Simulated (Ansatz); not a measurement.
## What a change of settings does to a run on Ga

The structure is an experimental refinement, used without relaxation. The listed cell was then made from it by scaling, straining or moving an atom.

First run: DFT, PBE, PAW with Ansatz's default frozen-core files, scalar-relativistic (Ansatz 0.2.0).

Command: `ansatz run input.yaml --threads 1 --pin off --max-ram 2048MiB --backend cpu --events-out ev --progress --plain --runs-dir out` The run took 70 s on 1 thread of Arm Neoverse V2, with other jobs on the host, peak memory 0.95 GiB.

```yaml
crystal:
  lattice:
    - [1.49065, -4.0795, 0.02615]
    - [1.40935, 4.0505, -0.05515]
    - [-0.0317, -0.0317, 3.17]
  atoms:
    - { symbol: Ga, position: [0.867, 0.133, 0.25] }
    - { symbol: Ga, position: [0.133, 0.867, 0.75] }
kpoints:
  mp_grid: { grid: [15, 15, 13] }
scf:
  occupations: { method: fermi_dirac, width: 0.05 }
hamiltonian:
  xc: pbe
  pseudopotentials: { kind: paw }
output:
  forces: true
  stress: true
  eigenvalues: true
  efg: { contact_densities: true }
  write_density: true
  write_potential: true
  elf: true
  volumetric_format: npy
```

Result: converged; pressure 1.62 GPa; largest force 0.198 eV/Å; no gap on the k mesh; 7 SCF iterations.

A second input differs as follows:

```diff
@@ -11,4 +11,5 @@
 scf:
   occupations: { method: fermi_dirac, width: 0.05 }
+  max_iter: 100
 hamiltonian:
   xc: pbe
@@ -19,7 +20,5 @@
   eigenvalues: true
   efg: { contact_densities: true }
-  write_density: true
-  write_potential: true
-  elf: true
-  volumetric_format: npy
+basis:
+  ecutwfc: "50 eV"
```

Q: What is wrong with it, and what does the program do?

A: The fault is a cutoff far too low. The run converged; energy at zero smearing +733137.4 meV/atom from the first run; pressure -1271.1 GPa; largest force 11.389 eV/Å; no gap on the k mesh; 10 SCF iterations. Such numbers aren't properties of the crystal. The log ends:
```
            electrostatic potential = -3910.323034 V   contact ρ = none
--- Band table (eV; the first three rows and the last of 1463) ---
  k-point 0: bands = ["-28.7609", "-21.7947", "-6.6327", "-4.5041", "0.0158", "1.0617", "1.3268", "2.0007", "2.5951", "3.3648", "9.1405", "9.2846", "10.5551", "14.6703", "14.7416", "16.4639", "17.5556", "20.1940", "35.2816", "36.6798", "36.7746"]
  k-point 1: bands = ["-28.9994", "-22.6231", "-6.8269", "-5.0307", "-3.2565", "-0.1164", "0.7577", "1.6386", "2.3034", "3.2364", "8.7292", "9.3061", "10.1815", "11.3517", "14.8576", "15.0244", "17.6307", "20.3661", "27.8048", "36.5776", "36.6963"]
  k-point 2: bands = ["-30.3923", "-26.6623", "-15.6473", "-13.4461", "-7.6209", "-3.9975", "-2.6370", "-1.8966", "-1.3133", "1.8327", "2.5799", "4.9659", "7.0466", "8.5990", "8.7972", "13.7021", "15.0187", "15.8131", "20.9725", "33.4781", "36.0724"]
  k-point 1462: bands = ["-28.7538", "-24.1049", "-18.7504", "-8.3404", "-2.5425", "-1.2134", "-0.6443", "0.8538", "2.4221", "3.3979", "5.0769", "9.5195", "11.3068", "12.4721", "14.9311", "16.8926", "18.6941", "20.3973", "30.4943", "33.9081", "34.7976"]
```
